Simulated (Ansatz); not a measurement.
# V_K in KZnF3 (Pm-3m): charge-transition levels and formation energies

Wanted: the transition levels of a vacancy in KZnF3 (Pm-3m), from a cell of 40 host atoms with 1 K taken out.

Main program and level: Ansatz 0.2.0; place-levels on PBEsol runs: charge-transition levels and formation energies with image-charge correction and potential alignment at the atomic sites.

## (1) The structure

The cell holds 39 atoms: 7 K, 8 Zn and 24 F. Its edges and angles: a = 8.104 Å, b = 8.104 Å, c = 8.104 Å, α = 90.0°, β = 90.0°, γ = 90.0°. It derives from KZnF3 (space group Pm-3m). Nearest the centre at fractional (0.500, 0.500, 0.500): F14 at 2.87 Å, F10 at 2.87 Å, F19 at 2.87 Å, F30 at 2.87 Å, F28 at 2.87 Å, F23 at 2.87 Å, F20 at 2.87 Å, F33 at 2.87 Å.

Structure file:

```xyz
39
Lattice="8.1038 0.0000 0.0000 0.0000 8.1038 0.0000 0.0000 0.0000 8.1038" Properties=species:S:1:pos:R:3 pbc="T T T"
K     0.0000    0.0000    0.0000
Zn    2.0260    2.0260    2.0260
F     0.0000    2.0260    2.0260
F     2.0260    0.0000    2.0260
F     2.0260    2.0260    0.0000
K     0.0000    0.0000    4.0519
Zn    2.0260    2.0260    6.0779
F     0.0000    2.0260    6.0779
F     2.0260    0.0000    6.0779
F     2.0260    2.0260    4.0519
K     0.0000    4.0519    0.0000
Zn    2.0260    6.0779    2.0260
F     0.0000    6.0779    2.0260
F     2.0260    4.0519    2.0260
F     2.0260    6.0779    0.0000
K     0.0000    4.0519    4.0519
Zn    2.0260    6.0779    6.0779
F     0.0000    6.0779    6.0779
F     2.0260    4.0519    6.0779
F     2.0260    6.0779    4.0519
K     4.0519    0.0000    0.0000
Zn    6.0779    2.0260    2.0260
F     4.0519    2.0260    2.0260
F     6.0779    0.0000    2.0260
F     6.0779    2.0260    0.0000
K     4.0519    0.0000    4.0519
Zn    6.0779    2.0260    6.0779
F     4.0519    2.0260    6.0779
F     6.0779    0.0000    6.0779
F     6.0779    2.0260    4.0519
K     4.0519    4.0519    0.0000
Zn    6.0779    6.0779    2.0260
F     4.0519    6.0779    2.0260
F     6.0779    4.0519    2.0260
F     6.0779    6.0779    0.0000
Zn    6.0779    6.0779    6.0779
F     4.0519    6.0779    6.0779
F     6.0779    4.0519    6.0779
F     6.0779    6.0779    4.0519
```

Known beforehand: the electronic dielectric constant, 2.43, and the static one, 9.94, computed on the host (DFPT, PBEsol).

The cell's shortest repeat is 8.1 Å.

## (2) What was run first

Levels follow from differences of total energies between charge states, each relaxed by itself.

Each atom starts 0.05 Å or so off its site in a random direction: a symmetric start keeps its symmetry, and would miss off-centre moves and Jahn–Teller distortions. Forces are taken at the zone centre alone. The cell holds 1 electron more than the neutral one, with a uniform background that keeps it neutral on the whole.

One state's input; the others differ in charge, spin, start and seed, and in occupations where the table says so.

Contents of qm1.relax/input.yaml:

```yaml
crystal:
  lattice:
    - [4.0519145, 0.0, 0.0]
    - [0.0, 4.0519145, 0.0]
    - [0.0, 0.0, 4.0519145]
  atoms:
    - { symbol: K, position: [0.0, 0.0, 0.0] }
    - { symbol: Zn, position: [0.5, 0.5, 0.5] }
    - { symbol: F, position: [0.0, 0.5, 0.5] }
    - { symbol: F, position: [0.5, 0.0, 0.5] }
    - { symbol: F, position: [0.5, 0.5, 0.0] }
  supercell: [2, 2, 2]
  defects: [{ vacancy: 35 }]
total_charge: -1
basis:
  ecutwfc: 420
  xc_grid: 2
hamiltonian:
  xc: pbesol
kpoints:
  mp_grid: { grid: [1, 1, 1] }
scf:
  occupations: { method: fixed }
  max_iter: 60
output:
  forces: true
  charged_corrections: { epsilon: 2.43, static_epsilon: 9.94 }
relax:
  f_tol: 0.02
  max_steps: 80
  random_displacement: { amplitude: 0.05, seed: 5015 }
checkpoint:
  write: "../qm1.relax.run"
  compress: false
  write_wavefunctions: true
  write_every: 100000
```

Launch:

```
$ ansatz run input.yaml --threads 2 --pin off --max-ram 3768MiB --backend cpu --events-out ev --progress --plain --runs-dir out
```

The relaxed structure is kept and the sampling changed to a 2×2×2 shifted mesh.

The run of this state that the levels use, under PBEsol:

Contents of qm1.point/input.yaml:

```yaml
crystal:
  checkpoint: "../qm1.relax.run"
  host: checkpoint
total_charge: -1
basis:
  ecutwfc: 420
  xc_grid: 2
hamiltonian:
  xc: pbesol
kpoints:
  mp_grid: { grid: [2, 2, 2], shift: [0.5, 0.5, 0.5] }
scf:
  occupations: { method: fermi_dirac, width: 0.01 }
  max_iter: 60
output:
  forces: true
  eigenvalues: true
  charged_corrections:
    epsilon: 2.43
    static_epsilon: 9.94
    defect_position: [0.5, 0.5, 0.5]
  eigenstates: { localisation: true }
  populations: true
  band_densities: [{ bands: [v1, v1] }, { bands: [c1, c1] }]
  write_density: true
  write_potential: true
  volumetric_format: npy
checkpoint:
  read: "../qm1.relax.run"
  write: "../qm1.point.run"
  compress: false
  write_wavefunctions: false
  write_every: 100000
```

Relaxations under PBEsol at the zone centre alone; times on 2 threads of Arm Neoverse V2, shared host:

```tsv
charge	moment (μB)	occupations	outcome	steps	largest displacement against the far atoms (Å)	time
−1	0	fixed	converged	4	0.10	18 s
0	1	fixed	not converged	-	-	39 s
0	1	fermi-dirac	converged	4	0.09	83 s
+1	0	fixed	not converged	-	-	16 s
+1	0	fermi-dirac	converged	4	0.08	58 s
+1	2	fixed	not converged	-	-	41 s
+1	2	fermi-dirac	converged	4	0.08	93 s
```

Single points under PBEsol at a 2×2×2 shifted mesh; times on 2 threads of Arm Neoverse V2, shared host:

```tsv
charge	moment (μB)	occupations	outcome	time
−1	0	fermi-dirac	converged	57 s
0	1	fermi-dirac	converged	2.5 min
+1	0	fermi-dirac	converged	90 s
+1	2	fermi-dirac	converged	3.1 min
```

Distances (Å) from the ideal centre to the nearest atoms after relaxation with PBEsol:

```tsv
charge	moment (μB)	1.	2.	3.	4.	5.	6.
−1	0	F 2.95	F 2.96	F 2.96	F 2.96	F 2.96	F 2.96
0	1	F 2.94	F 2.94	F 2.94	F 2.95	F 2.95	F 2.95
+1	0	F 2.94	F 2.94	F 2.94	F 2.94	F 2.94	F 2.94
+1	2	F 2.94	F 2.94	F 2.94	F 2.94	F 2.94	F 2.94
```

## (3) place-levels, PBEsol

A charged cell interacts with its images and the background, and its potential has another zero than the host's. place-levels removes the first by a point-charge model, screened by the static dielectric constant since the ions have relaxed around the charge, and the second by comparing potentials at atoms far from the defect.

The host is a run of the defect-free crystal in the same cutoffs, grids and k-points, so that basis and sampling errors cancel in part in the differences. The host is run in a cell of 5 atoms on a matching mesh. Its band edges are searched through the zone by a band path, so the gap is smaller than, or equal to, that on the mesh. Chemical potentials are energies per atom of K (bcc), run with the same functional and cutoff.

Contents of levels.point.yaml:

```yaml
host:
  run: host.point.run
states: [qm1.point.run, q0_M1.point.run, qp1.point.run, qp1_M2.point.run]
geometry_from:
  qm1.point.run: qm1.relax.run
  q0_M1.point.run: q0_M1.relax_smeared.run
  qp1.point.run: qp1.relax_smeared.run
  qp1_M2.point.run: qp1_M2.relax_smeared.run
chemical_potentials:
  K:
    energy: -1516.029766
    dataset: <sha256 of the dataset>
```

Launch:

```
$ ansatz place-levels levels.point.yaml -- --threads 2 --pin off --max-ram 3768MiB
```

Numbers of over 12 decimals in the logs are rounded to 6 here.

What it wrote:

```text
[... repeated set-up lines and file paths are left out, and long positions are rounded to six places ...]
(+1/0) 0.000 eV above the valence edge (-0.766 eV without the band-filling correction), 3.709 eV under the conduction edge
(0/-1) 0.000 eV above the valence edge (-0.290 eV without the band-filling correction), 3.709 eV under the conduction edge
formation energy of charge +1: +5.459 eV with the Fermi level at the valence edge
formation energy of charge 0: +5.459 eV with the Fermi level at the valence edge
formation energy of charge -1: +5.459 eV with the Fermi level at the valence edge
  edges by pbesol, gap 3.709 eV; the host is sampled to repeats of 22.92 Å
  the defect's cells are sampled to repeats of 22.92 Å, like sampling
  charge +1: -56102.7461 eV with its correction of -0.452 eV, at epsilon 9.94, aligned at sites: -0.7058 eV, mean over 19 atomic sites at or beyond 4.05 Å from the defect at [0.5000, 0.5000, 0.5000], with +0.000000 for the charge's moments and without [...]
  states[3] (qp1_M2.point.run): levels filled in part (TS 0.023 eV): its energy is of no whole electron's
  charge 0: +0.000 eV for its dipole among its images, +0.000 omitted
  states[1] (q0_M1.point.run): levels filled in part (TS 0.019 eV): its energy is of no whole electron's
  charge -1: -56095.6615 eV with its correction of +0.686 eV, at epsilon 9.94, aligned at sites: -0.4326 eV, mean over 19 atomic sites at or beyond 4.05 Å from the defect at [0.5000, 0.5000, 0.5000], with +0.000000 for the charge's moments and without [...]
  charge +1: states[2] (qp1.point.run) stands 0.074 eV higher, with a moment of 0.00 μB against 2.00
  states[2] (qp1.point.run): levels filled in part (TS 0.038 eV): its energy is of no whole electron's
  of states[3] (qp1_M2.point.run): how wide its charge is, is not read beside other atoms or cores, and a band state would take no correction. [...]
  of states[1] (q0_M1.point.run): a band-filling correction moves a carrier to the host's band edge, which changes its energy by -0.290 eV; [...]
  of states[0] (qm1.point.run): how wide its charge is, is not read beside other atoms or cores, and a band state would take no correction. [...]
  of states[2] (qp1.point.run): how wide its charge is, is not read beside other atoms or cores, and a band state would take no correction. [...]
```

Run time: 0.18 s. Hardware: 2 threads of Arm Neoverse V2, shared host.

Levels between the charges placed, in eV above the valence top:

```tsv
	gap (eV)	(+1/0)	(0/−1)
PBEsol	3.71	0.00	0.00
```

Corrections by state:

```tsv
charge	moment (μB)	image terms and alignment (eV)	band filling (eV)	ε used	over the lowest of its charge, as the program ranks them, band filling apart (eV)
+1	2.0	-0.452	-1.057	9.94	0.000
0	1.0	0.000	-0.290	-	0.000
−1	0.0	0.686	-	9.94	0.000
+1	0.0	-0.451	-	9.94	0.074
```

From the program's caveats on the states, each cut to its opening words:

- charge +1 (2 μB), −1, +1: how wide its charge is, is not read beside other atoms or cores, and a band state would take no correction
- charge +1 (2 μB): a band-filling correction moves a carrier to the host's band edge, which changes its energy by -1.057 eV
- charge 0 (1 μB): a band-filling correction moves a carrier to the host's band edge, which changes its energy by -0.290 eV
- charge 0 (1 μB): its alignment with the host at atomic sites is doubtful: the mean over the far sites moves by -0.1336 eV from their farther parts to their nearer, more than [...]
- charge −1: its alignment with the host at atomic sites is doubtful: the mean over the far sites moves by -0.2809 eV from their farther parts to their nearer, more than [...]

Chemical potentials of the elements' reference phases, run alike. Formation energies (elemental references), with the Fermi level at the valence top and at the conduction bottom (gap 3.71 eV):

```tsv
charge	at valence top (eV)	at conduction bottom (eV)	correction included (eV)
+1	5.46	9.17	-1.51
0	5.46	5.46	-0.29
−1	5.46	1.75	0.69
```

(Fermi level (eV), lowest formation energy (eV)): (0.00, 5.46), (0.34, 5.12), (0.67, 4.79), (1.01, 4.45), (1.35, 4.11), (1.68, 3.77), (2.02, 3.43), (2.36, 3.10), (2.70, 2.76), (3.04, 2.42), (3.37, 2.09), (3.71, 1.75)

The lowest state changes at 0.00 eV (+1/−1) above the valence top.

## (4) What a wrong or other choice does

In this try the input is made faulty on purpose, to show what that does.

Another version of the file is tried.

levels.try1.yaml is levels.point.yaml with these lines changed:

```diff
+defect_position:
+  qm1.point.run: [0.62, 0.62, 0.62]
+  qp1.point.run: [0.62, 0.62, 0.62]
+  qp1_M2.point.run: [0.0, 0.0, 0.0]
```

Launch:

```
$ ansatz place-levels levels.try1.yaml -- --threads 2 --pin off --max-ram 3768MiB
```

What it wrote:

```text
Error: states: the alignment at the far atoms does not stand for every charged run (states[3] (qp1_M2.point.run): no potential alignment: what the cell's atoms and the host's sites leave over but for strayed atoms and the sites that these left (strays [...]
```

The change: the charge placed away from the defect.

No levels were formed: the file was rejected.

## (5) Summary of results

- gap of the host: 3.71 eV (PBEsol)
- level (plus 1/0): 0.00 eV above the valence top (-0.77 eV above the valence top without the band-filling term)
- level (0/minus 1): 0.00 eV above the valence top (-0.29 eV above the valence top without the band-filling term)
- lowest of the charges placed, just above the valence top (0.02 eV): −1
- lowest of the charges placed, just below the conduction bottom (0.02 eV): −1
- lowest formation energy at mid-gap of the charges run, elemental references: 3.60 eV

**Reading.** Of the charges placed (−1, 0 and +1), −1 is the lowest from 0.02 eV above the valence top to 0.02 eV below the conduction bottom, a gap of 3.71 eV. Charges below −1 were not placed, so these runs say nothing of levels that involve them. States placed: +1 at 2 μB and 0 μB; 0 at 1 μB; −1 at 0 μB. Other spin states or structures, where not listed, weren't placed. The program finds carriers beyond a band edge of the host and adds a band-filling term at charge 0 (-0.29 eV) and +1 (-1.06 eV); steps to such a charge show no bound level, and a defect level inside a band would be read the same way. The program doubts the alignment of potentials for at least one state, a sign that the cell is small. Limits: the images are only 8.1 Å apart; PBEsol makes the gap too small and tends to spread out bound carriers; where a gas molecule sets a chemical potential or the host's formation energy, its binding is uncorrected.

[Logs are printed without paths, hosts, clocks, repeated set-up lines and the standing remarks that a program may print on its own settings, such as how far it seeks lower states.]

[Hosts, paths, dates, database ids (printed as entryN), source tags and the programs' standing remarks are cut or masked in the printed files.]

[Where a table of states has a column of steps, it counts the stored structures, which are thinned; the runs took as many ionic steps or more.]

[A defect's name tells the site on which it was built; relaxed atoms can leave that site.]

[For some hosts the program warned that the k-mesh of the response run may be too coarse for force constants and the static dielectric constant; such warnings are not shown here.]
